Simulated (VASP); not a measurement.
Here is a VASP 6.6.1 calculation.

INCAR

```
SYSTEM = In2O3
PREC = Accurate
ENCUT = 520
EDIFF = 1E-7
ISMEAR = -1
SIGMA = 0.05
LREAL = .FALSE.
LASPH = .TRUE.
NELM = 60
ALGO = Normal
ISIF = 2
LWAVE = .FALSE.
LCHARG = .FALSE.
GGA = PE
NBANDS = 55
```

File KPOINTS:

```
Automatic mesh
0
G
  6 6 6
  0 0 0
```

The input POSCAR:

```
In2O3
1.0
    2.7435000000      1.5839604635      4.8366666667
   -2.7435000000      1.5839604635      4.8366666667
    0.0000000000     -3.1679209270      4.8366666667
In O
4 6
Direct
    0.8573100000      0.8573100000      0.8573100000
    0.6426900000      0.6426900000      0.6426900000
    0.1426900000      0.1426900000      0.1426900000
    0.3573100000      0.3573100000      0.3573100000
    0.0480000000      0.7500000000      0.4520000000
    0.7500000000      0.4520000000      0.0480000000
    0.4520000000      0.0480000000      0.7500000000
    0.9520000000      0.2500000000      0.5480000000
    0.2500000000      0.5480000000      0.9520000000
    0.5480000000      0.9520000000      0.2500000000
```

Potentials or basis: VASP PAW PBE potentials, release 64 (In_d, O).

Command:

```sh
$ cat potpaw_PBE.64/In_d/POTCAR potpaw_PBE.64/O/POTCAR > POTCAR
$ mpirun -np 1 vasp_std > vasp.out
```

Predict the band gap on the k mesh.

1.30 eV, indirect (least direct gap 1.34 eV).

Predict the largest force.

0.139 eV/Å.

Estimate the pressure.

9.0 GPa.

Forces on the atoms (eV/Å):
```
In   0.000  0.000  0.006
In   0.000  0.000 -0.006
In   0.000  0.000 -0.006
In   0.000  0.000  0.006
O   -0.070 -0.121  0.000
O   -0.070  0.121  0.000
O    0.139  0.000  0.000
O    0.070  0.121  0.000
O    0.070 -0.121  0.000
O   -0.139  0.000  0.000
```

Caveat: spin-orbit coupling is left out, which moves the levels of the heavy elements.

**The experiment to reproduce.**

“Fabrication and performance enhancement of an In2O3/BiVO4 heterojunction for N-butanol gas sensing applications”, 2024, pmc:11650617 reports, for a powder of In2O3: band gap 3.08 eV (optical).

A measured gap of In2O3 is 3.08 eV (optical; powder; “Fabrication and performance enhancement of an In2O3/BiVO4 heterojunction for N-butanol gas sensing applications”, 2024, pmc:11650617); the calculated 1.30 eV misses it by -1.78 eV. So large a miss can be the level of theory's own, or it may mean another phase, state or a wrong row. Spin-orbit coupling on In is left out. The value is that of PBE on a finite k mesh, which can miss the band edges, without temperature or zero-point motion. Semilocal functionals fall short of measured gaps as a rule.
